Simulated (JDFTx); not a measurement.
# TePb (Fm-3m) in JDFTx: reference runs

How does TePb come out in PBEsol? The cell is run as given.

Program: JDFTx 1.7.0 (patched build). These are calculated values, not measurements. Logs are shortened: lines on timing, memory, paths and dates and some standing lists are left out, and cuts for length are marked. The log counts tension as positive stress, the text compression.

### 1 Starting point

The structure is cubic, space group Fm-3m (No. 225). Conventional cell: a = 6.462 Å, b = 6.462 Å, c = 6.462 Å, α = 90.00°, β = 90.00°, γ = 90.00°. Around Pb (site symmetry m-3m) lie 6 Te at 3.23 Å. Around Te (site symmetry m-3m) lie 6 Pb at 3.23 Å.

### 2 Single point, PBEsol

The input, TePb.in:

```
lattice \
    0.0000000000     6.1057051087     6.1057051087 \
    6.1057051087     0.0000000000     6.1057051087 \
    6.1057051087     6.1057051087     0.0000000000
coords-type Lattice
ion Pb     0.0000000000     0.0000000000     0.0000000000 1
ion Te     0.5000000000     0.5000000000     0.5000000000 1

ion-species pseudo/Pb.upf
ion-species pseudo/Te.upf
elec-cutoff 40 320
elec-ex-corr gga-PBEsol
kpoint-folding 7 7 7
elec-smearing Fermi 0.0018374661
elec-n-bands 22
electronic-SCF nIterations 100 energyDiffThreshold 1e-09
electronic-minimize nIterations 30 energyDiffThreshold 1e-7
converge-empty-states yes
forces-output-coords Cartesian

dump-name run.$VAR
dump End Ecomponents EigStats BandEigs Kpoints Forces Stress
```

Potentials or basis: PseudoDojo-SR-PBEsol-0.4.1-standard with smoothed tails.

Launch:

```bash
$ jdftx -c 1 -i TePb.in -o TePb.out
```

Standard output:

```text
*************** JDFTx 1.7.0 (patched build) ***************

[... 9 lines left out ...]
---------- Initializing the Grid ----------
R =
[            0      6.10571      6.10571  ]
[      6.10571            0      6.10571  ]
[      6.10571      6.10571            0  ]
unit cell volume = 455.237
G =
[  -0.514534   0.514534   0.514534  ]
[   0.514534  -0.514534   0.514534  ]
[   0.514534   0.514534  -0.514534  ]
Minimum fftbox size, Smin = [  72  72  72  ]
Chosen fftbox size, S = [  72  72  72  ]

---------- Initializing tighter grid for wavefunction operations ----------
R =
[            0      6.10571      6.10571  ]
[      6.10571            0      6.10571  ]
[      6.10571      6.10571            0  ]
unit cell volume = 455.237
G =
[  -0.514534   0.514534   0.514534  ]
[   0.514534  -0.514534   0.514534  ]
[   0.514534   0.514534  -0.514534  ]
Minimum fftbox size, Smin = [  52  52  52  ]
Chosen fftbox size, S = [  54  54  54  ]

---------- Exchange Correlation functional ----------
Initalized PBEsol GGA exchange.
Initalized PBEsol GGA correlation.

---------- Setting up pseudopotentials ----------
Width of ionic core gaussian charges (only for fluid interactions / plotting) set to 0

Reading pseudopotential file 'pseudo/Pb.upf':
  'Pb' pseudopotential, 'PBESOL' functional
  Generated using ONCVPSP code by D. R. Hamann
  14 valence electrons, 3 orbitals, 6 projectors, 1001 radial grid points, with lMax = 2
    5D    l: 2   occupation: 10.0   eigenvalue: -0.777665
    6S    l: 0   occupation:  2.0   eigenvalue: -0.444510
    6P    l: 1   occupation:  2.0   eigenvalue: -0.129233
  Core radius for overlap checks: 2.30 bohrs.

Reading pseudopotential file 'pseudo/Te.upf':
  'Te' pseudopotential, 'PBESOL' functional
  Generated using ONCVPSP code by D. R. Hamann
  16 valence electrons, 3 orbitals, 6 projectors, 1001 radial grid points, with lMax = 2
    4D    l: 2   occupation: 10.0   eigenvalue: -1.528329
    5S    l: 0   occupation:  2.0   eigenvalue: -0.556831
    5P    l: 1   occupation:  4.0   eigenvalue: -0.219319
  Core radius for overlap checks: 2.04 bohrs.

Initialized 2 species with 2 total atoms.

Folded 1 k-points by 7x7x7 to 343 k-points.

---------- Setting up k-points, bands, fillings ----------
Reduced to 20 k-points under symmetry.
Computing the number of bands and number of electrons
Calculating initial fillings.
nElectrons:  30.000000   nBands: 22   nStates: 20

----- Setting up reduced wavefunction bases (one per k-point) -----
average nbasis = 5499.490 , ideal nbasis = 5500.744

---------- Setting up ewald sum ----------
Optimum gaussian width for ewald sums = 2.773106 bohr.
Real space sum over 1331 unit cells with max indices [  5  5  5  ]
Reciprocal space sum over 2197 terms with max indices [  6  6  6  ]

---------- Allocating electronic variables ----------
Initializing wave functions:  linear combination of atomic orbitals
Note: number of bands (22) exceeds available atomic orbitals (18)
Pb pseudo-atom occupations:   s ( 2 )  p ( 2 )  d ( 10 )
Te pseudo-atom occupations:   s ( 2 )  p ( 4 )  d ( 10 )
	FillingsUpdate:  mu: +0.359218056  nElectrons: 30.000000
LCAOMinimize: Iter:   0  F: -153.7045260106114881  |grad|_K:  1.737e-03  alpha:  1.000e+00
	FillingsUpdate:  mu: +0.354783780  nElectrons: 30.000000
LCAOMinimize: Iter:   1  F: -153.7117144458578650  |grad|_K:  1.717e-04  alpha:  4.257e-01  linmin: -2.191e-01  cgtest:  9.329e-01
LCAOMinimize: Encountered beta<0, resetting CG.
[... 4 lines of inner loops ...]
LCAOMinimize: Encountered beta<0, resetting CG.
	FillingsUpdate:  mu: +0.354359276  nElectrons: 30.000000
LCAOMinimize: Iter:   4  F: -153.7117796765152207  |grad|_K:  5.665e-08  alpha:  4.511e-01  linmin:  4.227e-04  cgtest: -1.118e-03
LCAOMinimize: Converged (|Delta F|<1.000000e-06 for 2 iters).

-------- Electronic minimization -----------
Will mix electronic density at each iteration.
	FillingsUpdate:  mu: +0.354359276  nElectrons: 30.000000
	FillingsUpdate:  mu: +0.340915818  nElectrons: 30.000000
SCF: Cycle:  0   F: -153.738596184595167   dF: -2.682e-02   |Residual|: 2.363e-02   |deigs|: 1.048e-01
	FillingsUpdate:  mu: +0.339877748  nElectrons: 30.000000
SCF: Cycle:  1   F: -153.739545529080772   dF: -9.493e-04   |Residual|: 1.100e-02   |deigs|: 7.405e-03
	FillingsUpdate:  mu: +0.339436896  nElectrons: 30.000000
SCF: Cycle:  2   F: -153.739633543853984   dF: -8.801e-05   |Residual|: 3.190e-03   |deigs|: 3.041e-03
	FillingsUpdate:  mu: +0.339600943  nElectrons: 30.000000
SCF: Cycle:  3   F: -153.739637732560197   dF: -4.189e-06   |Residual|: 5.976e-04   |deigs|: 4.466e-04
	FillingsUpdate:  mu: +0.339627429  nElectrons: 30.000000
SCF: Cycle:  4   F: -153.739638222658613   dF: -4.901e-07   |Residual|: 2.052e-04   |deigs|: 1.049e-04
	FillingsUpdate:  mu: +0.339664077  nElectrons: 30.000000
SCF: Cycle:  5   F: -153.739638390594450   dF: -1.679e-07   |Residual|: 7.321e-05   |deigs|: 9.826e-05
	FillingsUpdate:  mu: +0.339669436  nElectrons: 30.000000
SCF: Cycle:  6   F: -153.739638410888404   dF: -2.029e-08   |Residual|: 2.309e-05   |deigs|: 2.796e-05
	FillingsUpdate:  mu: +0.339671233  nElectrons: 30.000000
SCF: Cycle:  7   F: -153.739638419803725   dF: -8.915e-09   |Residual|: 4.908e-06   |deigs|: 3.811e-05
	FillingsUpdate:  mu: +0.339671142  nElectrons: 30.000000
SCF: Cycle:  8   F: -153.739638420888298   dF: -1.085e-09   |Residual|: 2.813e-06   |deigs|: 1.843e-05
	FillingsUpdate:  mu: +0.339671276  nElectrons: 30.000000
SCF: Cycle:  9   F: -153.739638421480947   dF: -5.926e-10   |Residual|: 1.130e-06   |deigs|: 5.465e-05
	FillingsUpdate:  mu: +0.339671238  nElectrons: 30.000000
SCF: Cycle: 10   F: -153.739638421574227   dF: -9.328e-11   |Residual|: 4.073e-07   |deigs|: 4.376e-05
SCF: Converged (|Delta E|<1.000000e-09 for 2 iters).

Setting wave functions to eigenvectors of Hamiltonian
Converging empty states (this may take a while): |deigs|: 5.021e-04

# Stress tensor in Cartesian coordinates [Eh/a0^3]:
[  1.31716e-05            0            0  ]
[            0  1.31716e-05            0  ]
[            0            0  1.31716e-05  ]

# Ionic positions in lattice coordinates:
ion Pb   0.000000000000000   0.000000000000000   0.000000000000000 1
ion Te   0.500000000000000   0.500000000000000   0.500000000000000 1

# Forces in Cartesian coordinates:
force Pb   0.000000000000000  -0.000000000000000   0.000000000000000 1
force Te   0.000000000000000   0.000000000000000  -0.000000000000000 1

# Energy components:
   Eewald =     -104.8428455160139947
       EH =       40.8721922293611470
     Eloc =     -114.2442103288793191
      Enl =      -43.9424286063314540
      Exc =      -44.1887328703771374
 Exc_core =       21.2361433183441370
       KE =       91.3702434993892751
-------------------------------------
     Etot =     -153.7396382745073424
       TS =        0.0000001470668952
-------------------------------------
        F =     -153.7396384215742273

IonicMinimize: Iter:   0  F: -153.739638421574227  |grad|_K:  7.520e-42
IonicMinimize: Converged (|grad|_K<1.000000e-04).

#--- Lowdin population analysis ---
# oxidation-state Pb +0.169
# oxidation-state Te -0.127

Dumping 'run.eigStats' ...
	eMin: -1.002262 at state 14 ( [ +0.000000 +0.428571 +0.428571 ] spin 0 )
	HOMO: +0.321714 at state 3 ( [ +0.000000 +0.000000 +0.428571 ] spin 0 )
	mu  : +0.339671
	LUMO: +0.357048 at state 3 ( [ +0.000000 +0.000000 +0.428571 ] spin 0 )
	eMax: +0.751344 at state 14 ( [ +0.000000 +0.428571 +0.428571 ] spin 0 )
	HOMO-LUMO gap: +0.035334
	Optical gap  : +0.035334 at state 3 ( [ +0.000000 +0.000000 +0.428571 ] spin 0 )
Done!
[note: mu as printed may lie anywhere between the filled and the empty levels]
```

Wall time 2.2 min (1 thread of Arm Neoverse V1, shared host); peak memory 0.2 GiB.

What came out:

```yaml
Free_energy: -4183.4687 eV
Pressure: -0.4 GPa
Loewdin_charges: Pb +0.17; Te -0.13 e
```

Caveat: this odd mesh misses L, where the gap lies, so gap, dielectric constants and Born charges aren't listed. The run has no spin-orbit coupling, so splittings on Pb, Te are missing.
